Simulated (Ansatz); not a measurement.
**AlNi: strain energy, fitted**

AlNi, P4/mmm, a = 2.859 Å, c = 2.869 Å. The structure is a Materials Project entry; whether it is the stable form wasn't checked. Ansatz: PBEsol, PAW, 420 eV, Γ-centred 18×18×18 mesh on 2 atoms, Gaussian smearing 0.10 eV; no spin polarisation. Series: biaxial strain in the a-b plane, c and atoms relaxed; x is the strain in per cent. y is the free energy over the unstrained cell, V0 = 11.724 Å³/atom.

```
x (%) y (meV/atom)
 -3.0             ?
 -2.0          5.41
 -1.0          1.47
  0.0          0.00
  1.0          0.93
  2.0          4.71
  3.0         11.46
```

**Question.** Fit y = c2 x² + c3 x³ to the other rows, turn c2 into a modulus, and predict the missing energy.

**Answer.** Least squares on the rows shown. y = 1.302 x² − 0.01524 x³. In eV per unit strain² c2 is 13.02; M is the biaxial modulus (E = M V0 ε²): 13.02 × 160.2 / (11.724) = 178 GPa. With a term in x⁴ added, the coefficient of x² becomes 1.150, 12 % less, which shows how far this figure hangs on the form. At x = -3.0 the fit asked for gives 12.13 meV/atom. The run gave 11.81 meV/atom, so the fit is 0.32 meV/atom too high, within twice the rms miss on the fitted rows (0.25 meV/atom).

Cost: 7 runs of about 7.3 core-minutes in all, on Intel Xeon Platinum 8259CL (Skylake/Cascade Lake) (shared hosts).